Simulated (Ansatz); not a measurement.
# Copper, beta-Sn type under RPBE: structure, energy and stiffness

What does RPBE give for copper in the beta-Sn type structure? We relax it, solve it on a dense k-mesh, then scale the cell to 7 volumes from 88 to 112 % of the relaxed one and try a fit of the equation of state. Spin polarisation is left out. The k-meshes are 14×14×10 for the relaxation; 26×26×12 for the dense run; 18×18×9 for the volumes.

Method: DFT RPBE, plane waves (420 eV) with PAW, scalar-relativistic; PAW files made under PBE, frozen cores solved again for the functional, in Ansatz 0.2.0.

## Step 1: The structure to begin with

It takes space group I4_1/amd (No. 141, tetragonal). The conventional cell has a = 4.495 Å, b = 4.495 Å, c = 2.454 Å, α = 90.00°, β = 90.00°, γ = 90.00°. Cu (site symmetry -4m2) is surrounded by 6 Cu at 2.33 to 2.45 Å.

Coordinates:

```xyz
2
Lattice="-2.2477 2.2477 1.2272 2.2477 -2.2477 1.2272 2.2477 2.2477 -1.2272" Properties=species:S:1:pos:R:3 pbc="T T T"
Cu    0.0000    0.0000    0.0000
Cu    0.0000    2.2477    0.6136
```

## Step 2: Relaxing cell and atoms

Contents of input.yaml:

```yaml
crystal:
  lattice:
    - [-2.2477036591, 2.2477036591, 1.2272461979]
    - [2.2477036591, -2.2477036591, 1.2272461979]
    - [2.2477036591, 2.2477036591, -1.2272461979]
  atoms:
    - { symbol: Cu, position: [0.0, 0.0, 0.0] }
    - { symbol: Cu, position: [0.75, 0.25, 0.5] }
hamiltonian:
  xc: rpbe
  pseudopotentials:
    kind: paw
    azcp:
      Cu: "pseudopotentials/Cu.paw.azcp"
basis:
  ecutwfc: 420
  fft_grid_basis: typed
kpoints:
  mp_grid: { grid: [14, 14, 10], shift: [0, 0, 0] }
magnetization:
  spin_polarized: false
scf:
  occupations: { method: fermi_dirac, width: 0.1 }
relax:
  max_steps: 60
  f_tol: 0.01
  cell: {}
```

Launch:

```console
$ ansatz run input.yaml --threads 2 --pin off --max-ram 5120MiB --backend cpu --events-out ev --progress --plain --runs-dir out
```

What it wrote:

```text
Warning: crystal.symmetry: narrowed to the stabiliser of the k-point mesh — unitary ops 16 → 4; excluded 12 operations that carry a point of the 14×14×10 mesh (shift [0, 0, 0]) off the mesh (the run samples exactly the mesh kpoints.mp_grid names, as under crystal.symmetry.detect: false, and its converged state has the mesh's symmetry, not the crystal's; ε∞, the Born charges and the force constants of a linear response (`dielectric:` by the response, `phonons.method: dfpt`) are averaged over those of the crystal's operations that the state keeps within a tolerance, where `mesh_tensors`, `unaveraged_element` or `gamma_mean_max_change_ev_ang2` stands beside them; a row that `dielectric.field_direction` solves alone is averaged likewise, with nothing beside; a Γ-centred mesh of equal divisions is mapped onto itself by every operation and keeps the whole group, as does a half-shifted one under kpoints.further_shifts: images)
Warning: RAYON_NUM_THREADS=2 ignored (pool sized by the plan → 2); use --threads N
Engine: ansatz 0.2.0, x86_64-unknown-linux-gnu
Pseudopotentials: kind: paw
Pseudopotential: Cu, paw, valence charge 19, recommended cutoff 420 eV (normal), <dir>
Functional definition: RPBE
  parameter kappa = 0.804
  parameter beta = 0.06672455060314922
  exchange = rpbe_x(kappa = kappa, mu = beta*pi^2/3)
  correlation = pbe_c(beta = beta)
Crystal: 2 atoms, lattice volume = 24.801 Å³
Basis set: ecut = 420 eV, 501 PW (Γ), exchange–correlation on 48×48×48 points (8 copies of the dense FFT grid, shifted against one another)
Bands: 23, of which v1, the nominal top of the filled ones, is band 19 counted from 1 (18 counted from 0)
Symmetry: 4 space group operations
k-points: 534 of 1960
Non-local potential: Cu, projectors of the file, l = 0: 3, l = 1: 2, l = 2: 3, l = 3: 1
PAW form: soft (Blöchl's): semilocal exchange-correlation on the pseudo side does not see the compensation charge
PAW frozen core: Cu, regenerated for the run's functional, and the local potential with it (the file was generated under x = pbe(κ = 0.804, μ = 0.2195149727645171), c = pbe(β = 0.06672455060314922))
PAW one-centre angular grid: Cu, 590 points (default); XC on 64 Gauss nodes
Initial density: superposition of atomic densities (neutral atoms: chi_scale 0, normalization atom), corrected by the library's trained network
Initial wavefunctions: pseudopotential atomic-orbital guess
Functional: x = rpbe, c = pbe(β = 0.06672455060314922)
SCF iter   1: F=—  HF=-13260.013450 eV  |F-HF|=—  |Δ(HF+E_count)|=         —  Δρ=1.06e-2  dr2=1.42e-2  ethr=1.77e-3  ⟨swp⟩=5.5  Hψ=45895  notcnv=0
preconditioner: auto → Kerker (q_TF=auto, 2.929 Å⁻¹)  [metal: Δε(μ)=0.010 eV  Ē_g=10.164 eV  σ=0.100 eV  W_gap=0.02  n_scr=16 (ndim 8)  ℏωp=35.0 eV  f_vac=0.000  D(μ)=0.68/eV (n_scr^D=4)]
SCF iter   2: F=—  HF=-13260.011121 eV  |F-HF|=—  |Δ(HF+E_count)|=   2.33e-3  Δρ=1.43e-3  dr2=2.78e-4  ethr=3.73e-5  ⟨swp⟩=2.0  Hψ=22099  notcnv=0
SCF iter   3: F=—  HF=-13260.011093 eV  |F-HF|=—  |Δ(HF+E_count)|=   2.82e-5  Δρ=1.31e-3  dr2=2.64e-4  ethr=7.33e-7  ⟨swp⟩=2.7  Hψ=21546  notcnv=0
SCF iter   4: F=—  HF=-13260.011041 eV  |F-HF|=—  |Δ(HF+E_count)|=   5.18e-5  Δρ=1.35e-4  dr2=2.25e-6  ethr=6.94e-7  ⟨swp⟩=2.5  Hψ=17410  notcnv=0
SCF iter   5: F=—  HF=-13260.011051 eV  |F-HF|=—  |Δ(HF+E_count)|=   1.01e-5  Δρ=3.81e-5  dr2=1.80e-7  ethr=5.92e-9  ⟨swp⟩=2.0  Hψ=22512  notcnv=0
SCF iter   6: F=-13260.011051 eV  HF=-13260.011051 eV  |F-HF|=2.94e-9  |Δ(HF+E_count)|=   1.51e-7  Δρ=6.87e-6  dr2=9.68e-9  ethr=2.63e-10  ⟨swp⟩=4.1  Hψ=44870  notcnv=0
SCF 1 converged in 6 iterations: F = -13260.011051 eV  dr2 = 9.68e-9
relax step   1: F+E_penalty+E_count = -13260.01105124 eV  Δ(F+E_penalty+E_count) = +0.000e0 eV  max|allowed force component| = 1.122e-3 eV/Å  Δτ_max = 0.0000 Å  P = +12.840 GPa  Ω = 24.801 Å³  (6 SCF iters, dr2 threshold 1.00e-7 eV, accepted)
[... from here on, the SCF cycles and remarks between the steps are left out ...]
relax step   2: F+E_penalty+E_count = -13260.08587675 eV  Δ(F+E_penalty+E_count) = -7.483e-2 eV  max|allowed force component| = 2.616e-4 eV/Å  Δτ_max = 0.0000 Å  P = +6.425 GPa  Ω = 25.919 Å³  energy of the carried Pulay correction = -9.917e-4 eV  (6 SCF iters, dr2 threshold 2.00e-7 eV, accepted)
relax step   3: F+E_penalty+E_count = -13260.11986025 eV  Δ(F+E_penalty+E_count) = -3.398e-2 eV  max|allowed force component| = 3.559e-4 eV/Å  Δτ_max = 0.0001 Å  P = +1.051 GPa  Ω = 27.141 Å³  energy of the carried Pulay correction = -2.014e-3 eV  (7 SCF iters, dr2 threshold 2.00e-7 eV, accepted)
relax step   4: F+E_penalty+E_count = -13260.12118038 eV  Δ(F+E_penalty+E_count) = -1.320e-3 eV  max|allowed force component| = 1.612e-4 eV/Å  Δτ_max = 0.0000 Å  P = +0.094 GPa  Ω = 27.402 Å³  energy of the carried Pulay correction = -2.221e-3 eV  (6 SCF iters, dr2 threshold 2.00e-7 eV, accepted)
relax step   5: F+E_penalty+E_count = -13260.13086525 eV  Δ(F+E_penalty+E_count) = -9.685e-3 eV  max|allowed force component| = 2.485e-4 eV/Å  Δτ_max = 0.0000 Å  P = -0.271 GPa  Ω = 27.431 Å³  energy of the carried Pulay correction = -2.240e-3 eV  (6 SCF iters, dr2 threshold 2.00e-7 eV, accepted)
relax step   6: F+E_penalty+E_count = -13260.17028219 eV  Δ(F+E_penalty+E_count) = -3.942e-2 eV  max|allowed force component| = 2.014e-5 eV/Å  Δτ_max = 0.0001 Å  P = -1.332 GPa  Ω = 27.316 Å³  energy of the carried Pulay correction = -2.138e-3 eV  (6 SCF iters, dr2 threshold 2.00e-7 eV, accepted)
relax step   7: F+E_penalty+E_count = -13260.22775972 eV  Δ(F+E_penalty+E_count) = -5.748e-2 eV  max|allowed force component| = 3.549e-4 eV/Å  Δτ_max = 0.0001 Å  P = -2.220 GPa  Ω = 26.844 Å³  energy of the carried Pulay correction = -1.741e-3 eV  (6 SCF iters, dr2 threshold 2.00e-7 eV, accepted)
relax step   8: F+E_penalty+E_count = -13260.28985315 eV  Δ(F+E_penalty+E_count) = -6.209e-2 eV  max|allowed force component| = 1.681e-3 eV/Å  Δτ_max = 0.0002 Å  P = -1.032 GPa  Ω = 25.928 Å³  energy of the carried Pulay correction = -9.590e-4 eV  (7 SCF iters, dr2 threshold 2.00e-7 eV, accepted)
relax step   9: F+E_penalty+E_count = -13260.34366222 eV  Δ(F+E_penalty+E_count) = -5.381e-2 eV  max|allowed force component| = 3.744e-4 eV/Å  Δτ_max = 0.0000 Å  P = -0.470 GPa  Ω = 25.070 Å³  energy of the carried Pulay correction = -1.970e-4 eV  (7 SCF iters, dr2 threshold 2.00e-7 eV, accepted)
relax step  10: F+E_penalty+E_count = -13260.37759045 eV  Δ(F+E_penalty+E_count) = -3.393e-2 eV  max|allowed force component| = 1.984e-3 eV/Å  Δτ_max = 0.0029 Å  P = +1.202 GPa  Ω = 24.152 Å³  energy of the carried Pulay correction = +6.254e-4 eV  (7 SCF iters, dr2 threshold 2.00e-7 eV, accepted)
relax step  11: F+E_penalty+E_count = -13260.37878392 eV  Δ(F+E_penalty+E_count) = -1.193e-3 eV  max|allowed force component| = 3.520e-3 eV/Å  Δτ_max = 0.0009 Å  P = -1.125 GPa  Ω = 24.221 Å³  energy of the carried Pulay correction = +5.649e-4 eV  (6 SCF iters, dr2 threshold 2.00e-7 eV, accepted)
relax step  12: F+E_penalty+E_count = -13260.37950976 eV  Δ(F+E_penalty+E_count) = -7.258e-4 eV  max|allowed force component| = 3.986e-4 eV/Å  Δτ_max = 0.0002 Å  P = +0.052 GPa  Ω = 24.134 Å³  energy of the carried Pulay correction = +6.450e-4 eV  (6 SCF iters, dr2 threshold 2.00e-7 eV, accepted)
relax step  13: F+E_penalty+E_count = -13260.37951141 eV  Δ(F+E_penalty+E_count) = -1.657e-6 eV  max|allowed force component| = 1.164e-4 eV/Å  Δτ_max = 0.0009 Å  P = +0.000 GPa  Ω = 24.140 Å³  energy of the carried Pulay correction = +6.395e-4 eV  (6 SCF iters, dr2 threshold 3.56e-8 eV, accepted)
relax step  14: F+E_penalty+E_count = -13260.50078317 eV  Δ(F+E_penalty+E_count) = -1.213e-1 eV  max|allowed force component| = 1.120e-5 eV/Å  Δτ_max = 0.0000 Å  P = +7.208 GPa  Ω = 24.140 Å³  stress off target by 1.93e1 GPa  SCF on the basis re-selected at this cell (its energy is not comparable with the rows above)  (9 SCF iters)
relax step  15: F+E_penalty+E_count = -13260.58719965 eV  Δ(F+E_penalty+E_count) = -8.642e-2 eV  max|allowed force component| = 4.438e-2 eV/Å  Δτ_max = 0.0177 Å  P = +5.293 GPa  Ω = 24.217 Å³  energy of the carried Pulay correction = -2.127e-4 eV  (6 SCF iters, dr2 threshold 2.00e-7 eV, accepted)
relax step  16: F+E_penalty+E_count = -13260.63089391 eV  Δ(F+E_penalty+E_count) = -4.369e-2 eV  max|allowed force component| = 9.366e-3 eV/Å  Δτ_max = 0.0039 Å  P = +2.699 GPa  Ω = 24.580 Å³  energy of the carried Pulay correction = -7.002e-4 eV  (6 SCF iters, dr2 threshold 2.00e-7 eV, accepted)
relax step  17: F+E_penalty+E_count = -13260.63769887 eV  Δ(F+E_penalty+E_count) = -6.805e-3 eV  max|allowed force component| = 4.116e-3 eV/Å  Δτ_max = 0.0118 Å  P = +0.225 GPa  Ω = 25.044 Å³  energy of the carried Pulay correction = -1.186e-3 eV  (6 SCF iters, dr2 threshold 2.00e-7 eV, accepted)
relax step  18: F+E_penalty+E_count = -13260.64201664 eV  Δ(F+E_penalty+E_count) = -4.318e-3 eV  max|allowed force component| = 1.444e-2 eV/Å  Δτ_max = 0.0284 Å  P = -0.527 GPa  Ω = 25.167 Å³  energy of the carried Pulay correction = -1.312e-3 eV  (6 SCF iters, dr2 threshold 2.00e-7 eV, accepted)
relax step  19: F+E_penalty+E_count = -13260.65964972 eV  Δ(F+E_penalty+E_count) = -1.763e-2 eV  max|allowed force component| = 2.989e-2 eV/Å  Δτ_max = 0.0676 Å  P = -2.088 GPa  Ω = 25.311 Å³  energy of the carried Pulay correction = -1.461e-3 eV  (6 SCF iters, dr2 threshold 2.00e-7 eV, accepted)
relax step  20: F+E_penalty+E_count = -13260.67508688 eV  Δ(F+E_penalty+E_count) = -1.544e-2 eV  max|allowed force component| = 1.347e-2 eV/Å  Δτ_max = 0.0589 Å  P = -2.844 GPa  Ω = 25.232 Å³  energy of the carried Pulay correction = -1.379e-3 eV  (6 SCF iters, dr2 threshold 2.00e-7 eV, accepted)
relax step  21: F+E_penalty+E_count = -13260.68672984 eV  Δ(F+E_penalty+E_count) = -1.164e-2 eV  max|allowed force component| = 4.020e-3 eV/Å  Δτ_max = 0.0401 Å  P = +0.555 GPa  Ω = 24.457 Å³  energy of the carried Pulay correction = -6.013e-4 eV  (6 SCF iters, dr2 threshold 2.00e-7 eV, accepted)
relax step  22: F+E_penalty+E_count = -13260.68693477 eV  Δ(F+E_penalty+E_count) = -2.049e-4 eV  max|allowed force component| = 6.826e-5 eV/Å  Δτ_max = 0.0025 Å  P = -0.131 GPa  Ω = 24.571 Å³  energy of the carried Pulay correction = -7.251e-4 eV  (6 SCF iters, dr2 threshold 2.00e-7 eV, accepted)
relax step  23: F+E_penalty+E_count = -13260.68697828 eV  Δ(F+E_penalty+E_count) = -4.351e-5 eV  max|allowed force component| = 1.063e-4 eV/Å  Δτ_max = 0.0013 Å  P = +0.060 GPa  Ω = 24.550 Å³  energy of the carried Pulay correction = -7.001e-4 eV  (6 SCF iters, dr2 threshold 2.00e-7 eV, accepted)
relax step  24: F+E_penalty+E_count = -13260.68697684 eV  Δ(F+E_penalty+E_count) = +1.445e-6 eV  max|allowed force component| = 9.276e-5 eV/Å  Δτ_max = 0.0006 Å  P = -0.001 GPa  Ω = 24.556 Å³  energy of the carried Pulay correction = -7.071e-4 eV  (6 SCF iters, dr2 threshold 5.00e-8 eV, accepted)
relax step  25: F+E_penalty+E_count = -13260.70793982 eV  Δ(F+E_penalty+E_count) = -2.096e-2 eV  max|allowed force component| = 2.749e-3 eV/Å  Δτ_max = 0.0000 Å  P = +1.663 GPa  Ω = 24.556 Å³  stress off target by 4.63e0 GPa  SCF on the basis re-selected at this cell (its energy is not comparable with the rows above)  (7 SCF iters)
relax step  26: F+E_penalty+E_count = -13260.71980240 eV  Δ(F+E_penalty+E_count) = -1.186e-2 eV  max|allowed force component| = 9.160e-4 eV/Å  Δτ_max = 0.0256 Å  P = +0.691 GPa  Ω = 24.714 Å³  energy of the carried Pulay correction = -1.781e-4 eV  (6 SCF iters, dr2 threshold 2.00e-7 eV, accepted)
relax step  27: F+E_penalty+E_count = -13260.72460032 eV  Δ(F+E_penalty+E_count) = -4.798e-3 eV  max|allowed force component| = 1.161e-2 eV/Å  Δτ_max = 0.0328 Å  P = +0.348 GPa  Ω = 24.768 Å³  energy of the carried Pulay correction = -2.698e-4 eV  (6 SCF iters, dr2 threshold 2.00e-7 eV, accepted)
relax step  28: F+E_penalty+E_count = -13260.72491467 eV  Δ(F+E_penalty+E_count) = -3.143e-4 eV  max|allowed force component| = 2.151e-3 eV/Å  Δτ_max = 0.0092 Å  P = +0.007 GPa  Ω = 24.837 Å³  energy of the carried Pulay correction = -3.343e-4 eV  (6 SCF iters, dr2 threshold 2.00e-7 eV, accepted)
relax step  29: F+E_penalty+E_count = -13260.72491931 eV  Δ(F+E_penalty+E_count) = -4.646e-6 eV  max|allowed force component| = 2.777e-4 eV/Å  Δτ_max = 0.0018 Å  P = +0.002 GPa  Ω = 24.839 Å³  energy of the carried Pulay correction = -3.354e-4 eV  (6 SCF iters, dr2 threshold 6.54e-9 eV, accepted)
relax step  30: F+E_penalty+E_count = -13260.72496723 eV  Δ(F+E_penalty+E_count) = -4.792e-5 eV  max|allowed force component| = 2.497e-4 eV/Å  Δτ_max = 0.0000 Å  P = -0.015 GPa  Ω = 24.839 Å³  stress off target by 4.89e-2 GPa  SCF on the basis re-selected at this cell (its energy is not comparable with the rows above)  (6 SCF iters)
basis re-selected at this cell: Δ(F+E_penalty+E_count) = -4.792e-5 eV, ΔP = -0.017 GPa vs the last step (what re-selecting the basis moved, of the pressure what is left beyond the Pulay correction that the steps carried, after the strain that the cell walked since its last selection, with what the two solves' SCF thresholds leave and, on support functions, any second-order correction that the steps lacked; it is no measure of the basis error at this ecutwfc). The dense FFT grid was sized anew with the basis: this SCF ran on 18×18×36 points, the steps before it on 18×18×32, so part of this shift can come from that change (see relax.cell in the input reference). This SCF's stress stands 4.89e-2 GPa from its target on what of the cell is left free (relax.cell.stress_tol is 5.00e-2 GPa) and its largest allowed force component is 2.50e-4 eV/Å (relax.f_tol is 1.00e-2 eV/Å): within both
SCF converged after 6 iterations
Free energy (F): -13260.724967 eV
Harris-Foulkes:  -13260.724967 eV  (|F-HF|=5.46e-12)
Internal energy: -13260.698795 eV  (E = F + TS)
E sigma→0 (E₀):  -13260.711881 eV
Entropy (-TS):   -0.026172 eV (-13.086 meV/atom)
Fermi energy:    15.831158 eV
--- Per-component energies (eV) ---
  E_band       = -749.097012
  E_kinetic    = 598.277649
  E_local      = -8287.434930  (includes V_loc(G=0)·N_el)
  E_nonlocal   = 780.467368
  E_hartree    = 3647.517862
  E_xc         = -178.366342
  E_vxc        = -229.767736  (∫ρ·V_xc dr)
  E_paw        = -3337.974043  (= ΣΔE_a)
  E_vpaw       = -905.675857  (= ΣTr[D̂ρ^β])
  E_aug_tail   = 0.000578  (compensation charges beyond the density's cutoff)
  E_ewald      = -6483.102414
  E_core_change = -0.084522  (= ΣΔE_core)
  E_smearing   = -0.026172  (= −TS)
  E_closure    = 0.000000  (closes the sum)
  Σ components = -13260.724967   (vs F -13260.724967, Δ=0.00e0)
--- Forces (eV/Å), atoms counted from 1 ---
  atom   1  Cu    -0.00024974     0.00024974     0.00000000
  atom   2  Cu     0.00024974    -0.00024974     0.00000000
  max |Σ_I F_I| component: 0.00e0 eV/Å
--- Stress (GPa, compression-positive) ---
       -0.012191      -0.011160       0.019038
       -0.011160      -0.012191       0.019038
        0.019038       0.019038      -0.020561
  P = ⅓ Tr σ = -0.0150 GPa (-0.150 kbar)
--- Relaxed structure (27 steps of the walk, 27 accepted, 3 SCFs on fresh bases) ---
  F+E_penalty+E_count = -13260.72496723 eV   max|allowed force component| = 2.497e-4 eV/Å   (the final SCF, on the basis selected at the relaxed cell)
  cell:  # Å, volume = 24.8385 Å³
    - [-1.7462659571138253, 1.4368665483138545, 1.2808525451190813]
    - [1.4368665483138545, -1.7462659571138253, 1.2808525451190813]
    - [3.2692254372535268, 3.2692254372535268, -1.8475181289873133]
  atoms:
    - { symbol: Cu, position: [-0.041487998494550954, 0.04148799849455096, 1.0408340855860843e-17] }
    - { symbol: Cu, position: [0.7914879984945514, 0.20851200150544907, 0.5000000000000004] }
```

It took 2.3 min on 2 threads of Intel Xeon 6975P-C (Granite Rapids), shared host; peak memory 0.58 GiB.

The steps of the relaxation:

| step | energy change (meV/atom) | largest force (eV/Å) | pressure (GPa) | volume (Å³/atom) |
| --- | --- | --- | --- | --- |
| 1 | 0.00 | 0.0011 | 12.84 | 12.401 |
| 2 | -37.41 | 0.0003 | 6.43 | 12.959 |
| 3 | -54.40 | 0.0004 | 1.05 | 13.571 |
| 4 | -55.06 | 0.0002 | 0.09 | 13.701 |
| 5 | -59.91 | 0.0002 | -0.27 | 13.715 |
| 6 | -79.62 | 0.0000 | -1.33 | 13.658 |
| 7 | -108.35 | 0.0004 | -2.22 | 13.422 |
| 8 | -139.40 | 0.0017 | -1.03 | 12.964 |
| 9 | -166.31 | 0.0004 | -0.47 | 12.535 |
| 10 | -183.27 | 0.0020 | 1.20 | 12.076 |
| 11 | -183.87 | 0.0035 | -1.12 | 12.110 |
| 12 | -184.23 | 0.0004 | 0.05 | 12.067 |
| 13 | -184.23 | 0.0001 | 0.00 | 12.070 |
| 14 | -244.87 | 0.0000 | 7.21 | 12.070 |
| 15 | -288.07 | 0.0444 | 5.29 | 12.109 |
| 16 | -309.92 | 0.0094 | 2.70 | 12.290 |
| 17 | -313.32 | 0.0041 | 0.22 | 12.522 |
| 18 | -315.48 | 0.0144 | -0.53 | 12.584 |
| 19 | -324.30 | 0.0299 | -2.09 | 12.655 |
| 20 | -332.02 | 0.0135 | -2.84 | 12.616 |
| 21 | -337.84 | 0.0040 | 0.56 | 12.229 |
| 22 | -337.94 | 0.0001 | -0.13 | 12.285 |
| 23 | -337.96 | 0.0001 | 0.06 | 12.275 |
| 24 | -337.96 | 0.0001 | 0.00 | 12.278 |
| 25 | -348.44 | 0.0027 | 1.66 | 12.278 |
| 26 | -354.38 | 0.0009 | 0.69 | 12.357 |
| 27 | -356.77 | 0.0116 | 0.35 | 12.384 |
| 28 | -356.93 | 0.0022 | 0.01 | 12.419 |
| 29 | -356.93 | 0.0003 | 0.00 | 12.419 |
| 30 | -356.96 | 0.0002 | -0.01 | 12.419 |

Steps that repeat a cell are solved on a basis chosen anew, so their changes of energy are no gain of the relaxation.

The cell of the run, before and after:

|  | before | after | change |
| --- | --- | --- | --- |
| a (Å) | 3.407 | 2.599 | -23.7 % |
| b (Å) | 3.407 | 2.599 | -23.7 % |
| c (Å) | 3.407 | 4.979 | +46.1 % |
| α (°) | 97.45 | 105.13 | +7.9 % |
| β (°) | 97.45 | 105.13 | +7.9 % |
| γ (°) | 137.78 | 120.00 | -12.9 % |
| volume (Å³/atom) | 12.401 | 12.419 | +0.2 % |
| shortest distance (Å) | 2.330 | 2.599 | +11.5 % |
| space group (spins left aside) | I4_1/amd | P6_3/mmc | changed |

[end of part 1 of 2]
